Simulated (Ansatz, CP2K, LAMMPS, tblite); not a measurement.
# Liquid Hg22Cd10S32 at 2200 K (64 atoms): one structure in several programs

Aim: run liquid Hg22Cd10S32 at 2200 K (64 atoms) in several programs and set results and cost side by side. A plane-wave run serves as the reference.

Program: Ansatz 0.2.0. Level of theory: Kohn-Sham DFT, PBE, PAW, plane waves. Results are calculated unless marked as measured.

### 1. The structure

The cell holds 64 atoms: 22 Hg, 10 Cd and 32 S. Cell: a = 11.962 Å, b = 11.962 Å, c = 11.962 Å, α = 90.0°, β = 90.0°, γ = 90.0°. 64 atoms (22 Hg, 10 Cd, 32 S) placed at random at 6.37 g/cm³, melted at 2500 K for 10 ps at fixed volume with the Stillinger-Weber II-VI potential (Zhou et al., Phys. Rev. B 88, 085309 (2013)). Snapshot at the end of a hold of 5 ps at 2200 K and fixed volume.

### 2. Plane-wave reference

The PAW files are the set soft_2.

The input, input.yaml:

```yaml
crystal:
  lattice:
    - [11.9621, 0.0, 0.0]
    - [0.0, 11.9621, 0.0]
    - [0.0, 0.0, 11.9621]
  atoms:
    - { symbol: Hg, position: [0.72776, 0.39598, 0.84685] }
    - { symbol: Hg, position: [0.05258, 0.81347, 0.0404] }
    - { symbol: Hg, position: [0.35446, 0.71194, 0.51414] }
    - { symbol: Hg, position: [0.52258, 0.97415, 0.59818] }
    [... 54 atom lines left out ...]
    - { symbol: S, position: [0.8115, 0.23979, 0.49171] }
    - { symbol: S, position: [0.10947, 0.70705, 0.32736] }
    - { symbol: S, position: [0.16093, 0.3531, 0.57976] }
    - { symbol: S, position: [0.01817, 0.1212, 0.63833] }
    - { symbol: S, position: [0.8003, 0.97054, 0.4923] }
    - { symbol: S, position: [0.22548, 0.21053, 0.2788] }
kpoints:
  mp_grid: { grid: [1, 1, 1] }
hamiltonian:
  xc: pbe
scf:
  occupations: { method: fermi_dirac, width: 0.05 }
output:
  forces: true
  eigenvalues: true
  populations: true
  stress: true
```

On the command line:

```console
ansatz run input.yaml --threads 4 --pin off --max-ram 8192MiB --backend cpu --events-out ev --progress --plain --runs-dir out
```

The log of the run:

```text
[...]
Pseudopotentials: kind: paw
Pseudopotential: Hg, paw, valence charge 20, recommended cutoff 420 eV (normal), Hg.paw.azcp
Pseudopotential: Cd, paw, valence charge 20, recommended cutoff 420 eV (normal), Cd.paw.azcp
Pseudopotential: S, paw, valence charge 6, recommended cutoff 420 eV (normal), S.paw.azcp
[... 5 lines on functional and potentials left out ...]
Crystal: 64 atoms, lattice volume = 1711.679 Å³
Basis set: ecut = 420 eV, 33371 PW (Γ), exchange–correlation on 160×160×160 points (8 copies of the dense FFT grid, shifted against one another)
Bands: 500, of which v1, the nominal top of the filled ones, is band 416 counted from 1 (415 counted from 0)
Symmetry: 1 space group operations
Space group: P1 (ITA 1), of the structure as read, at distance tolerance 1.2e-4 Å
k-points: 1
[... 7 lines on functional and potentials left out ...]
Initial density: superposition of atomic densities (neutral atoms: chi_scale 0, normalization atom), corrected by the library's trained network
Initial wavefunctions: pseudopotential atomic-orbital guess
[...]
SCF iter   1: F=—  HF=-415285.056154 eV  |F-HF|=—  |Δ(HF+E_count)|=         —  Δρ=4.45e-3  dr2=1.00e0  ethr=1.77e-3  ⟨swp⟩=6.0  Hψ=1774  notcnv=0  defer=15
preconditioner: auto → LDOS  [metal: Δε(μ)=0.036 eV  Ē_g=9.550 eV  σ=0.050 eV  W_gap=0.18  n_scr=436 (ndim 8)  ℏωp=21.5 eV  f_vac=0.094  D(μ)=44.17/eV (n_scr^D=256)  β→1.0]
[...]
SCF iter  12: F=—  HF=-415284.969709 eV  |F-HF|=—  |Δ(HF+E_count)|=   1.14e-7  Δρ=2.76e-6  dr2=3.92e-7  ethr=2.08e-10  ⟨swp⟩=2.0  Hψ=647  notcnv=0  defer=56
SCF iter  13: F=-415284.969709 eV  HF=-415284.969709 eV  |F-HF|=7.33e-8  |Δ(HF+E_count)|=   2.26e-8  Δρ=1.40e-6  dr2=8.83e-8  ethr=1.20e-11  ⟨swp⟩=9.0  Hψ=2149  notcnv=0
SCF 1 converged in 13 iterations: F = -415284.969709 eV  dr2 = 8.83e-8
[...]
SCF converged after 13 iterations
Free energy (F): -415284.969709 eV
Harris-Foulkes:  -415284.969709 eV  (|F-HF|=7.33e-8)
Internal energy: -415284.573467 eV  (E = F + TS)
E sigma→0 (E₀):  -415284.771588 eV
Entropy (-TS):   -0.396242 eV (-6.191 meV/atom)
Fermi energy:    7.368726 eV
--- Per-component energies (eV) ---
[...]
Σ components = -415284.969709   (vs F -415284.969709, Δ=0.00e0)
--- Forces (eV/Å), atoms counted from 1 ---
  atom   1  Hg    -0.43591224     0.53955455     0.08221456
  atom   2  Hg    -0.45110422    -0.20563901     0.26707713
  atom   3  Hg    -0.92192152     0.57256601    -0.12343017
  atom   4  Hg    -1.79852815    -0.19619321    -1.77692940
[...]
atom  64  S      0.92488525    -0.42506544    -0.90228461
  max |Σ_I F_I| component: 3.62e-5 eV/Å
--- Stress (GPa, compression-positive) ---
       -2.238373       0.018498       0.178746
        0.018498      -0.897148      -0.070144
        0.178746      -0.070144      -0.731394
  P = ⅓ Tr σ = -1.2890 GPa (-12.890 kbar)
--- Band table (eV) ---
  k-point 0: bands = ["-107.7274", "-107.6048", "-107.3825", "-107.3294", [... 484 levels ...], "13.1702", "13.2399", "13.2820", "13.3103", "13.3720", "13.3930", "13.4887", "13.5182", "13.6223", "13.6531", "13.7012", "13.7783"]
--- Löwdin populations: 64 sites ---
  site symbol       q [e]
     0     Hg     19.1913
     1     Hg     19.0872
     2     Hg     19.4431
[...]
63      S      6.7875
  spilling = 0.008017 (of n_electrons = 832.000000)
```

Run time: 35 s. Hardware: 4 threads of Arm Neoverse V1, shared host; peak memory 2.5 GiB; 2.2 min of CPU time.

The column dr2 measures how far the density is from self-consistency, as an energy; F and HF (Harris–Foulkes) agree once it is small.

Numbers from this run:

```
free energy                             : -415284.9697 eV
free energy per atom                    : -6488.8277 eV/atom
SCF cycles                              : 13
pressure                                : -1.289 GPa
r.m.s. force component                  : 0.6585 eV/Å
longest force                           : 2.536 eV/Å
Fermi energy                            : 7.369 eV
levels partly filled by over 2 per cent : 10
spilling of the projection              : 0.008017
```

Length of the force by element:

```csv
element,coordination,atoms,mean length of the force (eV/Å),spread,least,most
Cd,all,10,0.839,0.483,0.204,1.82
Hg,all,22,0.917,0.563,0.344,2.54
S,all,32,1.11,0.537,0.362,2.35
```

The levels nearest the highest filled one (over half full), pooled over k-points and spins:

```
level less the highest filled one (eV)  occupation
                                -0.256        1.99
                                -0.171        1.95
                                -0.139        1.91
                                -0.082        1.74
                               -0.0512        1.56
                                     0        1.12
                                0.0348        0.78
                                0.0649       0.519
                                 0.122       0.201
                                 0.127       0.184
                                 0.199       0.047
                                 0.328       0.004
```

The run ends at a pressure of -1.29 GPa, with forces up to 2.5 eV/Å.

### 3. Structure statistics

Density 6.37 g/cm³, 26.75 Å³ an atom.

Pair distribution functions g(r), in bins of 0.2 Å:

| r (Å) | total | S-S | S-Hg | S-Cd | Hg-Hg | Hg-Cd | Cd-Cd |
| --- | --- | --- | --- | --- | --- | --- | --- |
| 2.20 | 0.06 | 0.00 | 0.19 | 0.00 | 0.00 | 0.00 | 0.00 |
| 2.40 | 0.46 | 0.00 | 1.00 | 0.71 | 0.00 | 0.00 | 0.00 |
| 2.60 | 1.65 | 0.00 | 2.69 | 4.00 | 0.00 | 0.94 | 0.00 |
| 2.80 | 1.58 | 0.50 | 2.85 | 2.75 | 0.00 | 0.39 | 0.00 |
| 3.00 | 1.56 | 2.23 | 1.85 | 0.47 | 1.23 | 1.43 | 0.00 |
| 3.20 | 1.33 | 1.41 | 1.25 | 1.69 | 0.81 | 1.51 | 1.31 |
| 3.40 | 1.15 | 1.62 | 0.75 | 1.11 | 2.17 | 0.00 | 2.29 |
| 3.60 | 1.10 | 1.13 | 1.03 | 0.33 | 1.53 | 2.16 | 0.00 |
| 3.80 | 0.81 | 0.46 | 0.67 | 1.19 | 1.36 | 1.09 | 0.00 |
| 4.00 | 0.83 | 0.90 | 0.61 | 0.53 | 1.04 | 1.36 | 1.66 |
| 4.20 | 1.03 | 1.75 | 0.55 | 0.49 | 1.13 | 1.22 | 2.38 |
| 4.40 | 0.88 | 0.62 | 0.86 | 1.22 | 0.89 | 1.12 | 0.69 |
| 4.60 | 0.87 | 1.07 | 0.59 | 1.11 | 0.93 | 0.74 | 1.30 |
| 4.80 | 0.99 | 0.99 | 1.08 | 0.92 | 0.62 | 1.07 | 1.75 |
| 5.00 | 1.10 | 1.11 | 1.19 | 0.94 | 1.23 | 1.10 | 0.00 |
| 5.20 | 1.00 | 0.88 | 0.93 | 1.02 | 1.04 | 1.50 | 1.01 |
| 5.40 | 0.93 | 0.96 | 0.96 | 1.10 | 0.57 | 1.16 | 0.00 |
| 5.60 | 0.88 | 0.89 | 1.13 | 0.88 | 0.80 | 0.20 | 0.42 |
| 5.80 | 0.98 | 0.55 | 1.12 | 0.83 | 1.09 | 1.56 | 1.23 |

### 4. The other programs

The programs:
- CP2K 2026.2: Gaussian basis with GTH pseudopotentials and a plane-wave density; labels give functional, basis (MOLOPT sets; SR short-range, UZH the newer set with its own potentials), grid cutoff/relative cutoff and solver (OT: orbital transformation; TRS4, TC2, SIGN: linear-scaling purification with its sparsity filter), or its built-in tight binding.
- tblite 0.8.0: extended tight binding, driven from Python.

All use the same cell and atoms; the electronic-structure runs use the same k-mesh, and an electronic temperature of 580 K (0.05 eV) where levels are smeared.

Differences are against the plane-wave reference, forces as r.m.s. over components; share is that over the reference's r.m.s. force, slope the least-squares factor from reference forces to these. Total energies of different programs have different zeros and aren't compared.

```
                                                              run  Δ force, r.m.s. (meV/Å)  share (%)  slope  Δ pressure (GPa)  cores  CPU time  memory (GiB)
                                                        reference                        -          -      -                 -      4   2.2 min           2.5
          CP2K PBE, DZVP-UZH, 280/60 Ry, diagonalisation (coarse)                     58.0       8.80  1.057             0.540      2   9.6 min           1.7
                   CP2K PBE, DZVP-UZH, 800/60 Ry, diagonalisation                     58.1       8.82  1.056             0.540      2    13 min           6.8
     CP2K PBE, SZV-MOLOPT-SR, 800/60 Ry, diagonalisation (coarse)                      405       61.5  1.455             0.476      1   9.1 min           6.4
CP2K revPBE, PBE potentials, DZVP-UZH, 800/60 Ry, diagonalisation                     69.0       10.5  1.072              1.80      2    15 min           6.8
                                                  tblite GFN1-xTB                      356       54.1  0.905             -2.19      1     3.4 s          0.13
```

Rows marked coarse were listed beforehand as settings not expected to be converged; some can still land near the reference.

CPU time is summed over cores on a shared host, where runs went side by side, so it is rough. Symmetry, cutoffs, thresholds, outputs and thread counts weren't matched or tuned between programs; memory under MPI is the largest rank's times the ranks.

Runs without a result: CP2K GFN1-xTB, diagonalisation (not converged, the SCF not settling).

Mean charges by element (e), by run and scheme:

| run | scheme | Hg | Cd | S |
| --- | --- | --- | --- | --- |
| CP2K PBE, DZVP-UZH, 800/60 Ry, diagonalisation | Mulliken | +0.22 | +0.47 | -0.30 |
| CP2K PBE, DZVP-UZH, 800/60 Ry, diagonalisation | Hirshfeld | +0.20 | +0.27 | -0.22 |
| CP2K revPBE, PBE potentials, DZVP-UZH, 800/60 Ry, diagonalisation | Mulliken | +0.23 | +0.50 | -0.31 |
| CP2K revPBE, PBE potentials, DZVP-UZH, 800/60 Ry, diagonalisation | Hirshfeld | +0.20 | +0.29 | -0.23 |
| tblite GFN1-xTB | Mulliken | +0.13 | +0.42 | -0.22 |

Within one program, basis, potentials and functional, energies share a zero. Each run against its twin at the usual cutoff or grid and solver:

```csv
run,twin,Δ energy (meV/atom),"Δ force, r.m.s. (meV/Å)",CPU time over the twin's
"CP2K PBE, DZVP-UZH, 280/60 Ry, diagonalisation","DZVP-UZH, 800/60 Ry, diagonalisation",-0.004,3.03,0.73
```

### 5. Results

```
reference r.m.s. force component                       : 0.658 eV/Å
nearest in forces                                      : a tie at 8.8 % of 2 runs: CP2K PBE, DZVP-UZH, 280/60 Ry, diagonalisation (coarse); CP2K PBE, DZVP-UZH, 800/60 Ry, diagonalisation
farthest in forces                                     : CP2K PBE, SZV-MOLOPT-SR, 800/60 Ry, diagonalisation (coarse), 61 %
cheapest electronic-structure run beside the reference : tblite GFN1-xTB, 3.4 s of CPU time
```

The PBE run in local orbitals, coarse settings apart, differs by 8.8 % (CP2K PBE, DZVP-UZH, 800/60 Ry, diagonalisation); basis, grid and potentials can all enter. Tight binding differs by 54 % (tblite GFN1-xTB); it is another model, with fitted parameters of its own, and the xTB methods hold dispersion. Rows with another functional or a dispersion term differ by 10 % (CP2K revPBE, PBE potentials, DZVP-UZH, 800/60 Ry, diagonalisation), which mixes the change of model with differences of basis and potentials, some of them made for another functional. Runs with settings chosen to be coarse differ by 8.8 % (CP2K PBE, DZVP-UZH, 280/60 Ry, diagonalisation) to 61 % (CP2K PBE, SZV-MOLOPT-SR, 800/60 Ry, diagonalisation), their programs' other errors included. One electronic-structure run takes under half the reference's CPU time: tblite GFN1-xTB, at 54 % in 3.4 s against 2.2 min; its pressure misses by -2.2 GPa. CP2K PBE, SZV-MOLOPT-SR, 800/60 Ry, diagonalisation stiffens the forces by a factor of 1.46 while following their directions (correlation 0.962); the slopes of the 4 CP2K runs lie between 1.06 and 1.46. Charges hang on model, scheme and program or settings: among these rows the mean for Cd runs from +0.27 to +0.50 e. In the reference: 10 levels are partly filled, by over 2 % (at Γ alone): at this level the cell shows no clear gap. Periodic xTB results under one method name differ between programs and library versions. The potentials hold different valence shells: 832 electrons in the reference, 576 in CP2K with SZV-MOLOPT-SR; this bears on time and differences. The frame stands for 2200 K, but pressures are static and levels are smeared at 580 K, under the temperature of the frame, which matters where levels are partly filled. The network of bonds at the start is that of the classical potential that made the cell, and needn't be the one that DFT or experiment would give. The electronic-structure runs sample only Γ, in a cell whose shortest periodic width is 12 Å, which is coarse for a cell with partly filled levels. Spin–orbit coupling is left out, which matters for the levels of the heavy elements.

[Also dropped from logs without a mark: logging warnings of Python, and SIESTA's first energy breakdown and zero terms.]

[Logs are printed without paths, hosts, clocks, repeated set-up lines and the standing remarks that a program may print on its own settings, such as how far it seeks lower states.]

[Hosts, paths, dates, database ids (printed as entryN), source tags and the programs' standing remarks are cut or masked in the printed files.]
